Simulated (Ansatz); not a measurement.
**Cu: N interstitial**

Aim: make a N interstitial in a supercell of 27 atoms of Cu, relax it, and find its formation energy, moment and surroundings.

Program: Ansatz 0.2.0. Level of theory: DFT PBE, scalar-relativistic, plane waves, PAW. These are calculated values, not measurements.

3 further runs of the same task are left out: 3 set aside as unsound or not needed.

### Step 1. Starting point

Symmetry: Fm-3m, No. 225, cubic system. The conventional cell has a = 3.630 Å, b = 3.630 Å, c = 3.630 Å, α = 90.00°, β = 90.00°, γ = 90.00°. Cu (site symmetry m-3m) has 12 Cu at 2.57 Å in its first shell of neighbours.

Structure file:

```cif
data_structure
_symmetry_space_group_name_H-M 'P 1'
_symmetry_Int_Tables_number 1
_cell_length_a 2.5667
_cell_length_b 2.5667
_cell_length_c 2.5667
_cell_angle_alpha 60.000
_cell_angle_beta 60.000
_cell_angle_gamma 60.000
_cell_volume 11.96
loop_
_atom_site_label
_atom_site_type_symbol
_atom_site_fract_x
_atom_site_fract_y
_atom_site_fract_z
_atom_site_occupancy
Cu1 Cu 0.00000 0.00000 0.00000 1
```

It goes back to an entry of the Materials Project.

This cell was relaxed beforehand with the same method: volume 11.96 Å³/atom, gap on the mesh none (metal).

The perfect supercell (rows 0 -3 3; 0 -3 0; 3 -3 0 in vectors of this cell) was computed beforehand with the same settings: E(σ→0) = -178879.6114 eV for 27 atoms, gap none (metal).

### Step 2. Making the defect

The extra atom is put at (0.167, 0.500, 0.167) of the supercell, the middle of a void of radius 1.81 Å. A small random displacement (spread 0.06 Å) lets the symmetry of the site break. Its neighbours are 6 Cu at 1.81 Å.

### Step 3. Relaxation at the host's cell

Input file input.yaml:

```yaml
crystal:
  lattice:
    - [0.0, 5.4447042149, -5.4447042149]
    - [-5.4447042149, 0.0, -5.4447042149]
    - [-5.4447042149, 5.4447042149, 0.0]
  atoms:
    - { symbol: Cu, position: [0.6666666667, 0.6666666667, 0.0] }
    - { symbol: Cu, position: [0.3182314125, 0.6801106919, 0.0024438605] }
    - { symbol: Cu, position: [0.6666666667, 0.3333333333, 0.0] }
    - { symbol: Cu, position: [0.0092658457, 0.6621164185, -0.0049701493] }
    - { symbol: Cu, position: [0.3230439143, 0.3329985866, 0.0203267822] }
    - { symbol: Cu, position: [0.6666666667, 0.0, 0.0] }
    - { symbol: Cu, position: [0.0, 0.3333333333, 0.0] }
    - { symbol: Cu, position: [0.3333333333, 0.0, 0.0] }
    - { symbol: Cu, position: [0.0, 0.0, 0.0] }
    - { symbol: Cu, position: [0.6666666667, 0.6666666667, 0.3333333333] }
    - { symbol: Cu, position: [0.3333333333, 0.6666666667, 0.3333333333] }
    - { symbol: Cu, position: [0.6666666667, 0.3333333333, 0.3333333333] }
    - { symbol: Cu, position: [-0.0114574021, 0.6633588221, 0.342826316] }
    - { symbol: Cu, position: [0.3259316659, 0.3318834742, 0.3311885187] }
    - { symbol: Cu, position: [0.6666666667, 0.0, 0.3333333333] }
    - { symbol: Cu, position: [-0.0186328844, 0.3480231428, 0.3379345811] }
    - { symbol: Cu, position: [0.3333333333, 0.0, 0.3333333333] }
    - { symbol: Cu, position: [0.0, 0.0, 0.3333333333] }
    - { symbol: Cu, position: [0.6666666667, 0.6666666667, 0.6666666667] }
    - { symbol: Cu, position: [0.3333333333, 0.6666666667, 0.6666666667] }
    - { symbol: Cu, position: [0.6666666667, 0.3333333333, 0.6666666667] }
    - { symbol: Cu, position: [0.0, 0.6666666667, 0.6666666667] }
    - { symbol: Cu, position: [0.3333333333, 0.3333333333, 0.6666666667] }
    - { symbol: Cu, position: [0.6666666667, 0.0, 0.6666666667] }
    - { symbol: Cu, position: [0.0, 0.3333333333, 0.6666666667] }
    - { symbol: Cu, position: [0.3333333333, 0.0, 0.6666666667] }
    - { symbol: Cu, position: [0.0, 0.0, 0.6666666667] }
    - { symbol: "N", position: [0.1606032749, 0.4976691953, 0.1646003934] }
basis:
  ecutwfc: 420
  xc_grid: 2
kpoints:
  mp_grid: { grid: [4, 4, 4], shift: [0.0, 0.0, 0.0] }
hamiltonian:
  xc: pbe
scf:
  occupations: { method: gaussian, width: 0.1 }
output:
  forces: true
  stress: false
  eigenvalues: true
  write_density: true
  write_potential: true
  elf: true
  volumetric_format: npy
relax:
  adjacent_minimum: "off"
  f_tol: 0.025
  max_steps: 45
```

Launch:

```sh
ansatz run input.yaml --threads 4 --pin off --max-ram 10240MiB --backend cpu --events-out ev --progress --plain --runs-dir out
```

Log, cut to the lines that bear on the results:

```text
Warning: RAYON_NUM_THREADS=4 ignored (pool sized by the plan → 4); use --threads N
[...]
Pseudopotentials: kind: paw
Pseudopotential: Cu, paw, valence charge 19, recommended cutoff 420 eV (normal), Cu.paw.azcp
Pseudopotential: N, paw, valence charge 5, recommended cutoff 420 eV (normal), N.paw.azcp
Functional definition: PBE
[...]
Crystal: 28 atoms, lattice volume = 322.814 Å³
Basis set: ecut = 420 eV, 6303 PW (Γ), exchange–correlation on 108×108×108 points (8 copies of the dense FFT grid, shifted against one another)
Bands: 311, of which v1, the nominal top of the filled ones, is band 259 counted from 1 (258 counted from 0)
Symmetry: 1 space group operations
Space group: P1 (ITA 1), of the structure as read, at distance tolerance 6.9e-5 Å
k-points: 36 of 64 (time reversal used)
[...]
SCF iter   1: F=—  HF=-179259.977041 eV  |F-HF|=—  |Δ(HF+E_count)|=         —  Δρ=9.03e-3  dr2=2.96e-1  ethr=1.77e-3  ⟨swp⟩=5.0  Hψ=35434  notcnv=0  defer=869
[...]
relax step   1: F+E_penalty+E_count = -179259.95086545 eV  Δ(F+E_penalty+E_count) = +0.000e0 eV  max|allowed force component| = 5.870e0 eV/Å  Δτ_max = 0.0000 Å  (7 SCF iters, dr2 threshold 1.56e-5 eV, accepted)
[...]
relax step   3: F+E_penalty+E_count = -179261.44919326 eV  Δ(F+E_penalty+E_count) = -6.834e-1 eV  max|allowed force component| = 8.237e-2 eV/Å  Δτ_max = 0.1563 Å  (7 SCF iters, dr2 threshold 1.00e-4 eV, accepted)
[...]
relax step   4: F+E_penalty+E_count = -179261.45034756 eV  Δ(F+E_penalty+E_count) = -1.154e-3 eV  max|allowed force component| = 1.552e-3 eV/Å  Δτ_max = 0.0083 Å  (7 SCF iters, accepted)
SCF converged after 7 iterations
Free energy (F): -179261.450348 eV
[...]
E sigma→0 (E₀):  -179261.412419 eV
Entropy (-TS):   -0.075857 eV (-2.709 meV/atom)
Fermi energy:    16.843823 eV
[...]
```

### Step 4. The output, continued: N interstitial, charge +0, atoms relaxed at the host's cell

The log, continued, cut to the lines that bear on the results:

```text
--- Forces (eV/Å), atoms counted from 1 ---
  atom   1  Cu    -0.00008568    -0.00007137    -0.00002329
  atom   2  Cu     0.00066597     0.00041955    -0.00155403
  atom   3  Cu     0.00021148     0.00017835     0.00012605
  atom   4  Cu     0.00025225    -0.00124767     0.00011726
  atom   5  Cu     0.00105011     0.00011153    -0.00002270
  atom   6  Cu    -0.00034382     0.00014776     0.00007278
  atom   7  Cu     0.00019215    -0.00009717     0.00024700
  atom   8  Cu    -0.00019783    -0.00005124     0.00027738
[...]
--- Band table (eV; the first three rows and the last of 36) ---
[...]
```

### Step 5. The log goes on: N interstitial, charge +0, atoms relaxed at the host's cell

The log, continued, cut to the lines that bear on the results:

```text
[...]
--- Relaxed structure (4 steps of the walk, 4 accepted, 0 SCFs on fresh bases) ---
  F+E_penalty+E_count = -179261.45034756 eV   max|allowed force component| = 1.552e-3 eV/Å
  atoms:
    - { symbol: Cu, position: [0.6645359592061779, 0.6679548211991175, 0.00027291477698909716] }
    - { symbol: Cu, position: [0.34110902903616136, 0.6772042047654692, -0.008937997173941503] }
    - { symbol: Cu, position: [0.6685689878029085, 0.33257546177524466, -0.00035950119171246353] }
    - { symbol: Cu, position: [-0.012075434594270906, 0.6771911901790941, -0.00894378571258797] }
    - { symbol: Cu, position: [0.34114931468629944, 0.3239594410353486, -0.008960241045067707] }
    - { symbol: Cu, position: [0.6645425455752781, 0.0005757620410250519, 0.00026273481120031583] }
    - { symbol: Cu, position: [-0.0034760197169561025, 0.3325705792618749, -0.00035848980237301875] }
[...]
    - { symbol: Cu, position: [-0.002833473741906162, 0.0005741624383437558, 0.33502350481218507] }
    - { symbol: Cu, position: [0.664531063864194, 0.6679530087413145, 0.6676617474313907] }
    - { symbol: Cu, position: [0.33254870798405317, 0.6685900574568286, 0.6636188717661278] }
    - { symbol: Cu, position: [0.664529559099651, 0.3331874711303114, 0.6676608169353346] }
    - { symbol: Cu, position: [-0.0028426531409510014, 0.6679589516340034, 0.6676536450069657] }
    - { symbol: Cu, position: [0.3319255853906836, 0.3331936199913329, 0.6676516846727292] }
    - { symbol: Cu, position: [0.6645557677209597, 0.0005687482180997683, 0.6676417998450008] }
    - { symbol: Cu, position: [-0.0034758411434759606, 0.33256174741732125, 0.6717069632240269] }
    - { symbol: Cu, position: [0.33192689961863453, 0.0005741381581292337, 0.6676540128946409] }
    - { symbol: Cu, position: [-0.00284335845849025, 0.0005731374564259676, 0.6676543759311843] }
    - { symbol: N, position: [0.16455003872577179, 0.5005418371974845, 0.16765746344233068] }
```

Wall time 13 min (4 threads of Arm Neoverse V2, shared host); peak memory 3.8 GiB.

The steps of the relaxation:

| step | energy from step 1 (eV/cell) | largest force component (eV/Å) |
| --- | --- | --- |
| 1 | 0.0000 | 5.8704 |
| 2 | -0.8149 | 3.6056 |
| 3 | -1.4983 | 0.0824 |
| 4 | -1.4995 | 0.0016 |

Step 1 is the start.

Largest move: Cu5, 0.22 Å.

For the maps the cell is shifted so that the defect's site lies at its middle.

Density in a lattice plane of the grid's cell (edges 7.70 and 7.70 Å, at 0.501 of the third edge), which holds N.

Values in e/Å³, 12 rows by 12 columns:
```
0.29 0.19 0.19 0.29 0.29 0.19 0.19 0.29 0.29 0.20 0.20 0.29
0.27 0.19 0.14 0.19 0.25 0.18 0.14 0.20 0.27 0.20 0.15 0.20
0.30 0.28 0.19 0.17 0.25 0.24 0.17 0.19 0.30 0.29 0.20 0.20
0.27 0.29 0.25 0.25 0.27 0.37 0.26 0.25 0.26 0.29 0.27 0.30
0.29 0.19 0.19 0.24 0.37 1.40 1.41 0.38 0.24 0.19 0.19 0.29
0.26 0.19 0.14 0.17 0.27 1.49 3.57 1.36 0.26 0.17 0.14 0.20
0.30 0.29 0.19 0.19 0.25 0.39 1.43 1.29 0.35 0.24 0.19 0.20
0.27 0.30 0.27 0.29 0.26 0.25 0.26 0.36 0.26 0.25 0.25 0.29
0.30 0.20 0.20 0.29 0.29 0.19 0.17 0.24 0.24 0.17 0.19 0.29
0.27 0.20 0.15 0.20 0.27 0.19 0.14 0.19 0.25 0.18 0.14 0.20
0.30 0.29 0.20 0.20 0.30 0.29 0.19 0.20 0.30 0.28 0.19 0.20
0.27 0.29 0.27 0.30 0.27 0.29 0.26 0.30 0.27 0.30 0.27 0.29
```
Columns run along the first of these edges and rows up along the second, over one cell in 12 and 12 even steps from the bottom left corner. Atoms in the plane (fractional): N at (0.50, 0.50).

ELF in the same plane.

Ten even steps from '0' (0.15) to '9' (0.77):
```
011110000111100001111000
011111000111110001111100
111111111111111111111111
011111100001111100111111
000111000000011100011111
000010000000000000001111
000000001243200000011000
011110001699840000111100
011111001796796100111110
111111000595059500011111
001111100169779710011111
000111100005899610001111
000010000000233200001001
010110000000000000001000
011111000111000000011100
011111111111110000111111
111111111111111101111111
000111110001111100011110
000011110000111100001111
000010000000100000001000
```
Columns run along the first of these edges and rows up along the second, over one cell in 24 and 20 even steps from the bottom left corner. Atoms in the plane (fractional): N at (0.50, 0.50).

Both are smooth fields of the valence electrons: close to the nuclei they are not physical.

Maxima of ELF outside the ion cores: 0.80 in the shell around N, 0.6 Å from N.

### Step 6. Variant: dr2_threshold 1.0e-08

Input file input.yaml:

```yaml
crystal:
  lattice:
    - [0.0, 5.4447042149, -5.4447042149]
    - [-5.4447042149, 0.0, -5.4447042149]
    - [-5.4447042149, 5.4447042149, 0.0]
  atoms:
    - { symbol: Cu, position: [0.6645359592, 0.6679548212, 0.0002729148] }
    - { symbol: Cu, position: [0.341109029, 0.6772042048, -0.0089379972] }
    - { symbol: Cu, position: [0.6685689878, 0.3325754618, -0.0003595012] }
    - { symbol: Cu, position: [-0.0120754346, 0.6771911902, -0.0089437857] }
    - { symbol: Cu, position: [0.3411493147, 0.323959441, -0.008960241] }
    - { symbol: Cu, position: [0.6645425456, 0.000575762, 0.0002627348] }
    - { symbol: Cu, position: [-0.0034760197, 0.3325705793, -0.0003584898] }
    - { symbol: Cu, position: [0.3319342681, 0.0005766447, 0.0002586801] }
    - { symbol: Cu, position: [-0.003485809, 0.0046336079, -0.000358128] }
    - { symbol: Cu, position: [0.6604788438, 0.6686047004, 0.3356699172] }
    - { symbol: Cu, position: [0.3325519476, 0.6685943537, 0.3356679991] }
    - { symbol: Cu, position: [0.6645344086, 0.3331906993, 0.3350374305] }
    - { symbol: Cu, position: [-0.0120733492, 0.6771751963, 0.3442600524] }
    - { symbol: Cu, position: [0.3411399234, 0.323972712, 0.3442727415] }
    - { symbol: Cu, position: [0.6645408128, 0.0005757405, 0.3350338843] }
    - { symbol: Cu, position: [-0.0121080802, 0.3239853832, 0.3442789003] }
    - { symbol: Cu, position: [0.332546183, -0.0034570466, 0.3356683046] }
    - { symbol: Cu, position: [-0.0028334737, 0.0005741624, 0.3350235048] }
    - { symbol: Cu, position: [0.6645310639, 0.6679530087, 0.6676617474] }
    - { symbol: Cu, position: [0.332548708, 0.6685900575, 0.6636188718] }
    - { symbol: Cu, position: [0.6645295591, 0.3331874711, 0.6676608169] }
    - { symbol: Cu, position: [-0.0028426531, 0.6679589516, 0.667653645] }
    - { symbol: Cu, position: [0.3319255854, 0.33319362, 0.6676516847] }
    - { symbol: Cu, position: [0.6645557677, 0.0005687482, 0.6676417998] }
    - { symbol: Cu, position: [-0.0034758411, 0.3325617474, 0.6717069632] }
    - { symbol: Cu, position: [0.3319268996, 0.0005741382, 0.6676540129] }
    - { symbol: Cu, position: [-0.0028433585, 0.0005731375, 0.6676543759] }
    - { symbol: "N", position: [0.1645500387, 0.5005418372, 0.1676574634] }
basis:
  ecutwfc: 420
  xc_grid: 2
kpoints:
  mp_grid: { grid: [4, 4, 4], shift: [0.0, 0.0, 0.0] }
hamiltonian:
  xc: pbe
scf:
  occupations: { method: gaussian, width: 0.1 }
  convergence: { dr2_threshold: 1.0e-08 }
output:
  forces: true
  eigenvalues: true
```

Launch:

```sh
ansatz run input.yaml --threads 4 --pin off --max-ram 10240MiB --backend cpu --events-out ev --progress --plain --runs-dir out
```

Log, cut to the lines that bear on the results:

```text
Warning: at least one further symmetry operation maps every atom of the structure, as the run holds it, onto an atom to within 2.18e-5 (fractional), and is not used: no operation is sought that the atoms, as the run holds them, miss by more than 2.00e-5, twice crystal.symmetry.tolerance [...]
Warning: RAYON_NUM_THREADS=4 ignored (pool sized by the plan → 4); use --threads N
[...]
[... 4 set-up lines as earlier in the session ...]
[...]
Crystal: 28 atoms, lattice volume = 322.814 Å³
Basis set: ecut = 420 eV, 6303 PW (Γ), exchange–correlation on 108×108×108 points (8 copies of the dense FFT grid, shifted against one another)
Bands: 311, of which v1, the nominal top of the filled ones, is band 259 counted from 1 (258 counted from 0)
[... 2 set-up lines as earlier in the session ...]
k-points: 36 of 64 (time reversal used)
[...]
SCF iter   1: F=—  HF=-179261.473552 eV  |F-HF|=—  |Δ(HF+E_count)|=         —  Δρ=8.65e-3  dr2=2.75e-1  ethr=1.77e-3  ⟨swp⟩=4.8  Hψ=36231  notcnv=0  defer=824
[...]
SCF iter  10: F=-179261.450348 eV  HF=-179261.450348 eV  |F-HF|=8.27e-9  |Δ(HF+E_count)|=  6.11e-10  Δρ=1.62e-6  dr2=5.61e-9  ethr=1.93e-12  ⟨swp⟩=8.7  Hψ=53568  notcnv=0
[...]
SCF converged after 10 iterations
Free energy (F): -179261.450348 eV
[...]
E sigma→0 (E₀):  -179261.412419 eV
Entropy (-TS):   -0.075857 eV (-2.709 meV/atom)
Fermi energy:    16.843849 eV
[...]
--- Forces (eV/Å), atoms counted from 1 ---
  atom   1  Cu    -0.00009669    -0.00006772    -0.00002314
  atom   2  Cu     0.00065703     0.00043374    -0.00156999
  atom   3  Cu     0.00021444     0.00018881     0.00011453
  atom   4  Cu     0.00024713    -0.00122797     0.00010197
  atom   5  Cu     0.00101451     0.00012502    -0.00002796
  atom   6  Cu    -0.00032518     0.00016481     0.00007541
  atom   7  Cu     0.00020382    -0.00011449     0.00026211
  atom   8  Cu    -0.00018234    -0.00005414     0.00030535
[...]
--- Band table (eV; the first three rows and the last of 36) ---
[...]
```

Run time: 2.6 min. Hardware: 4 threads of Arm Neoverse V2, shared host; peak memory 3.7 GiB.

| run | ending | energy change | gap (eV) | force (eV/Å) | cycles | time |
| --- | --- | --- | --- | --- | --- | --- |
| step 3 | converged | 0 | 0.00 | 0.00 | - | 13 min |
| variant | converged | 0.0 meV/atom | 0.00 | 0.00 | 10 | 2.6 min |

With the changed convergence setting the energy agrees within 0.5 meV/atom.

### Step 7. Formation energy and levels

| charge | E(defect cell) - E(host) (eV) | formation energy (eV) | moment over the host's (μB) | largest move (Å) | neighbours |
| --- | --- | --- | --- | --- | --- |
| 0 | -381.801 | 2.21 | 0.00 | 0.11 | 6 Cu at 1.92 Å |

Atoms are taken from and returned to the elements' standard states: N -384.013 eV an atom at this level.

### Step 8. What came out

| quantity | value |
| --- | --- |
| formation energy, neutral | 2.21 eV |
| nearest atoms after relaxation, one image of each, neutral | 6 Cu at 1.92 Å |
| step 6, run with dr2_threshold 1.0e-08 (against step 3) | 0.0 meV/atom |

Forming the neutral defect takes 2.21 eV with the elements as reservoirs. Spin polarisation was off in the neutral run, so a moment could not show there. A cell of 27 sites leaves finite-size errors of tenths of an eV, or more where the defect fills or empties host bands. Other minima may exist.
